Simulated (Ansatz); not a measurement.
Starting cell, LiI (rock salt):

```xyz
2
Lattice="0.0000 3.0095 3.0095 3.0095 0.0000 3.0095 3.0095 3.0095 0.0000" Properties=species:S:1:pos:R:3 pbc="T T T"
I      0.0000     0.0000     0.0000
Li     3.0095     3.0095     3.0095
```

A phonon eigenvector at Γ is frozen into this cell: atom i moves by Q times the vector below, so Q is the largest atomic displacement, in Å. The cell is held. It is one choice among 3 degenerate patterns.

| atom | x | y | z |
|---|---|---|---|
| I1 | 0.000 | 0.000 | 0.055 |
| Li2 | 0.000 | 0.000 | -1.000 |

Computed with PBE (plane waves to 420 eV, PAW, scalar-relativistic; Ansatz, a quantum-chemistry and plane-wave program). k mesh 10×10×10 (Γ-centred), Fermi-Dirac smearing 0.05 eV. Energies are smeared free energies. LiI was relaxed with its symmetry unable to fall. Spin-orbit coupling is left out, though I is heavy. ΔE is measured from the undisplaced structure.

**Question.** Estimate the ΔE (meV/cell) and −dE/dQ from forces (eV/Å) for Q (Å) = -0.180, -0.150, -0.120, -0.090, -0.030, 0.060, 0.120, 0.150.

**Answer.** 
| Q (Å) | ΔE (meV/cell) | −dE/dQ from forces (eV/Å) |
|---|---|---|
| -0.180 | 7.2 | 0.094 |
| -0.150 | 4.8 | 0.071 |
| -0.120 | 2.9 | 0.053 |
| -0.090 | 1.6 | 0.037 |
| -0.030 | 0.2 | 0.011 |
| 0.060 | 0.7 | -0.023 |
| 0.120 | 2.9 | -0.053 |
| 0.150 | 4.8 | -0.071 |

(For displaced atoms, the force is minus the slope of the energy, and its curvature is a force constant, which sets phonon frequencies.)
